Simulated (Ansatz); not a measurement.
Hf, DFT, PBE, all-electron LAPW, scalar-relativistic (Ansatz 0.2.0), run on 1 thread of Intel(R) Xeon(R) 6975P-C (Granite Rapids) on a shared host.

The cell comes from COD entry 1522789, which wasn't checked; take it as a given geometry. The listed cell was then made from it by scaling, straining or moving an atom.

Command: `ansatz run input.yaml --threads 1 --pin off --max-ram 3072MiB --backend cpu --events-out ev --progress --plain --runs-dir out`

```yaml
crystal:
  lattice:
    - [-1.8169539908, 1.8169539908, 1.8169539908]
    - [1.8169539908, -1.8169539908, 1.8169539908]
    - [1.8169539908, 1.8169539908, -1.8169539908]
  atoms:
    - { symbol: Hf, position: [0.0, 0.0, 0.0] }
kpoints:
  mp_grid: { grid: [14, 14, 14] }
  band_path:
    path:
      - [0.0, 0.0, 0.0]
      - [0.5, -0.5, 0.5]
      - [0.0, 0.0, 0.5]
      - [0.0, 0.0, 0.0]
      - [0.25, 0.25, 0.25]
      - [0.5, -0.5, 0.5]
      - [0.25, 0.25, 0.25]
      - [0.0, 0.0, 0.5]
    npoints: 5
scf:
  occupations: { method: fermi_dirac, width: 0.05 }
hamiltonian:
  xc: pbe
  pseudopotentials: { kind: all_electron, lapw: { basis_error: 0.0005 } }
output:
  forces: true
  stress: true
  eigenvalues: true
```

How large is the problem that the program sets up?

104 irreducible k-points, 177 plane waves at Γ, 22 bands.

Estimate the wall time and the peak memory.

7.2 s of wall time for 8 SCF iterations, with a peak of 0.36 GiB. Times on shared machines scatter by tens of per cent.
